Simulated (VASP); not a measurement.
# Pb: nudged elastic band

Pb, slab, 13 atoms in the cell. PBE, nudged elastic band; PAW potentials Pb_d (PBE set).

Path: Pb hops from a hollow site to the next hollow site of Pb(100); Moving images: 3.

## Input

INCAR.step1:
```
PREC     = Normal         # precision mode
ENCUT    = 250            # plane-wave cutoff, eV
EDIFF    = 1E-6           # SCF threshold, eV
ISMEAR   = 1              # smearing method
SIGMA    = 0.1            # smearing width, eV
LREAL    = False          # projectors in reciprocal space
LASPH    = True           # aspherical terms in the spheres
NELM     = 100            # most SCF steps
ALGO     = Normal         # electronic algorithm
LWAVE    = False          # write WAVECAR
LCHARG   = False          # write CHGCAR
IBRION   = 2              # ionic algorithm
NSW      = 100            # ionic steps
ISIF     = 2              # what is computed and relaxed
EDIFFG   = -0.02          # ionic threshold
POTIM    = 0.5            # step
```

INCAR.step3, as INCAR.step1 but for:
```
- IBRION = 2
- ISIF = 2
- EDIFFG = -0.02
- POTIM = 0.5
+ IBRION = 1
+ POTIM = 0.3
+ EDIFFG = -0.05
+ SPRING = -5
+ IMAGES = 3
+ KPAR = 2
```

KPOINTS:
```
k-points
0
Gamma
  2 2 1
```

00/POSCAR:
```
Pb
1.0
    7.0004137023      0.0000000000      0.0000000000
    0.0000000000      7.0004137023      0.0000000000
    0.0000000000      0.0000000000     20.1200400000
Pb
13
Selective dynamics
Direct
    0.0000000000      0.0000000000      0.2982101427  F F F
    0.5000000000      0.0000000000      0.2982101427  F F F
    0.0000000000      0.5000000000      0.2982101427  F F F
    0.5000000000      0.5000000000      0.2982101427  F F F
    0.2500000000      0.2500000000      0.4124689598  T T T
    0.7500000000      0.2500000000      0.4142699692  T T T
    0.2500000000      0.7500000000      0.4142699692  T T T
    0.7500000000      0.7500000000      0.4119773670  T T T
    0.0099776019      0.0099776019      0.5337768036  T T T
    0.4900223981      0.0099776019      0.5337768036  T T T
    0.0099776019      0.4900223981      0.5337768036  T T T
    0.4900223981      0.4900223981      0.5337768036  T T T
    0.2500000000      0.2500000000      0.6449517049  T T T
```

01/POSCAR:
```
Pb
1.0
    7.0004137023      0.0000000000      0.0000000000
    0.0000000000      7.0004137023      0.0000000000
    0.0000000000      0.0000000000     20.1200400000
Pb
13
Selective dynamics
Direct
    0.0000000000      0.0000000000      0.2982101427  F F F
    0.5000000000      0.0000000000      0.2982101427  F F F
    0.0000000000      0.5000000000      0.2982101427  F F F
    0.5000000000      0.5000000000      0.2982101427  F F F
    0.2499408927      0.2500001804      0.4128207117  T T T
    0.7501225339      0.2500001974      0.4137466905  T T T
    0.2499338178      0.7499935819      0.4136285145  T T T
    0.7501094154      0.7499960614      0.4125318361  T T T
    0.0061816346      0.0106309039      0.5340569363  T T T
    0.4958721470      0.0078352157      0.5327323014  T T T
    0.0061816388      0.4893691077      0.5340569261  T T T
    0.4958720680      0.4921646836      0.5327323603  T T T
    0.3749052939      0.2500093733      0.6467310708  T T T
```

02/POSCAR:
```
Pb
1.0
    7.0004137023      0.0000000000      0.0000000000
    0.0000000000      7.0004137023      0.0000000000
    0.0000000000      0.0000000000     20.1200400000
Pb
13
Selective dynamics
Direct
    0.0000000000      0.0000000000      0.2982101427  F F F
    0.5000000000      0.0000000000      0.2982101427  F F F
    0.0000000000      0.5000000000      0.2982101427  F F F
    0.5000000000      0.5000000000      0.2982101427  F F F
    0.2498551421      0.2500002720      0.4132571831  T T T
    0.7501309448      0.2500002711      0.4132506241  T T T
    0.2498611598      0.7499935928      0.4130671591  T T T
    0.7501271917      0.7499936314      0.4130357831  T T T
   -0.0014941624      0.0104496929      0.5339478288  T T T
    0.5006892533      0.0064259338      0.5320303792  T T T
   -0.0014941529      0.4895503277      0.5339478148  T T T
    0.5006892526      0.4935738463      0.5320305119  T T T
    0.4998181339      0.2500112177      0.6484527532  T T T
```

03/POSCAR:
```
Pb
1.0
    7.0004137023      0.0000000000      0.0000000000
    0.0000000000      7.0004137023      0.0000000000
    0.0000000000      0.0000000000     20.1200400000
Pb
13
Selective dynamics
Direct
    0.0000000000      0.0000000000      0.2982101427  F F F
    0.5000000000      0.0000000000      0.2982101427  F F F
    0.0000000000      0.5000000000      0.2982101427  F F F
    0.5000000000      0.5000000000      0.2982101427  F F F
    0.2498772454      0.2500001978      0.4137468885  T T T
    0.7500588597      0.2500001807      0.4128204705  T T T
    0.2498903753      0.7499960612      0.4125322484  T T T
    0.7500659921      0.7499935804      0.4136280786  T T T
   -0.0062246190      0.0106308757      0.5340569465  T T T
    0.5041476016      0.0078352167      0.5327323141  T T T
   -0.0062246226      0.4893691340      0.5340569363  T T T
    0.5041476986      0.4921646535      0.5327323897  T T T
    0.6251063001      0.2500089972      0.6467309821  T T T
```

04/POSCAR:
```
Pb
1.0
    7.0004137023      0.0000000000      0.0000000000
    0.0000000000      7.0004137023      0.0000000000
    0.0000000000      0.0000000000     20.1200400000
Pb
13
Selective dynamics
Direct
    0.0000000000      0.0000000000      0.2982101427  F F F
    0.5000000000      0.0000000000      0.2982101427  F F F
    0.0000000000      0.5000000000      0.2982101427  F F F
    0.5000000000      0.5000000000      0.2982101427  F F F
    0.2500000000      0.2500000000      0.4142699365  T T T
    0.7500000000      0.2500000000      0.4124688938  T T T
    0.2500000000      0.7500000000      0.4119773531  T T T
    0.7500000000      0.7500000000      0.4142699365  T T T
   -0.0099776584      0.0099776584      0.5337767675  T T T
    0.5099776584      0.0099776584      0.5337767675  T T T
   -0.0099776584      0.4900223416      0.5337767675  T T T
    0.5099776584      0.4900223416      0.5337767675  T T T
    0.7500000000      0.2500000000      0.6449517293  T T T
```

POSCAR.step1:
```
Pb
1.0
    7.0004137023      0.0000000000      0.0000000000
    0.0000000000      7.0004137023      0.0000000000
    0.0000000000      0.0000000000     20.1200400000
Pb
13
Selective dynamics
Direct
    0.0000000000      0.0000000000      0.2982101427  F F F
    0.5000000000      0.0000000000      0.2982101427  F F F
    0.0000000000      0.5000000000      0.2982101427  F F F
    0.5000000000      0.5000000000      0.2982101427  F F F
    0.2500000000      0.2500000000      0.4212228206  T T T
    0.7500000000      0.2500000000      0.4212228206  T T T
    0.2500000000      0.7500000000      0.4212228206  T T T
    0.7500000000      0.7500000000      0.4212228206  T T T
    0.0000000000      0.0000000000      0.5442354985  T T T
    0.5000000000      0.0000000000      0.5442354985  T T T
    0.0000000000      0.5000000000      0.5442354985  T T T
    0.5000000000      0.5000000000      0.5442354985  T T T
    0.2500000000      0.2500000000      0.6156232973  T T T
```

POSCAR.step2:
```
Pb
1.0
    7.0004137023      0.0000000000      0.0000000000
    0.0000000000      7.0004137023      0.0000000000
    0.0000000000      0.0000000000     20.1200400000
Pb
13
Selective dynamics
Direct
    0.0000000000      0.0000000000      0.2982101427  F F F
    0.5000000000      0.0000000000      0.2982101427  F F F
    0.0000000000      0.5000000000      0.2982101427  F F F
    0.5000000000      0.5000000000      0.2982101427  F F F
    0.2500000000      0.2500000000      0.4212228206  T T T
    0.7500000000      0.2500000000      0.4212228206  T T T
    0.2500000000      0.7500000000      0.4212228206  T T T
    0.7500000000      0.7500000000      0.4212228206  T T T
    0.0000000000      0.0000000000      0.5442354985  T T T
    0.5000000000      0.0000000000      0.5442354985  T T T
    0.0000000000      0.5000000000      0.5442354985  T T T
    0.5000000000      0.5000000000      0.5442354985  T T T
   -0.2500000000      0.2500000000      0.6156232973  T T T
```

Commands (each step's output is kept before the next begins):
```
cat potpaw_PBE.64/Pb_d/POTCAR > POTCAR
cp INCAR.step1 INCAR
cp POSCAR.step1 POSCAR
mpirun -np 6 vasp_std > vasp.out
cp POSCAR.step2 POSCAR
mpirun -np 6 vasp_std > vasp.out
# 00 and 04 hold the relaxed ends; the images between are interpolated (pair-distance (IDPP))
cp INCAR.step3 INCAR
mpirun -np 6 vasp_std > vasp.out
```

## Result

- Barrier (eV): 0.379
- Barrier of the reverse step (eV): 0.379
- Energy of the second end over the first (eV): 0.000
- Top of the path (share of its length): 0.50
- Length of the path (Å): 4.27
- Steps of the band: 22
- Ionic steps, all stages: 52
- Electronic steps, all stages: 909

Energy along the relaxed band:

| Image | Distance along the path (Å) | Energy above the first end (eV) | Slope along the path (eV/Å) | Largest force across the path (eV/Å) |
|---|---|---|---|---|
| 0 | 0.000 | 0.000 | relaxed end |  |
| 1 | 1.067 | 0.168 | 0.431 | 0.050 |
| 2 | 2.134 | 0.379 | 0.000 | 0.018 |
| 3 | 3.202 | 0.167 | -0.429 | 0.049 |
| 4 | 4.270 | -0.000 | relaxed end |  |

The slab is face-centred cubic Pb(100), in-plane cell 7.00 × 7.00 Å, with 2 × 2 k points.

The two ends have the same energy within 0.01 eV.

Limits: the slab is thin and the surface cell small, so the value carries both errors.

VASP 6.6.1 took 2175 s on 6 cores (Intel Xeon Platinum 8488C (Sapphire Rapids)), a shared host.
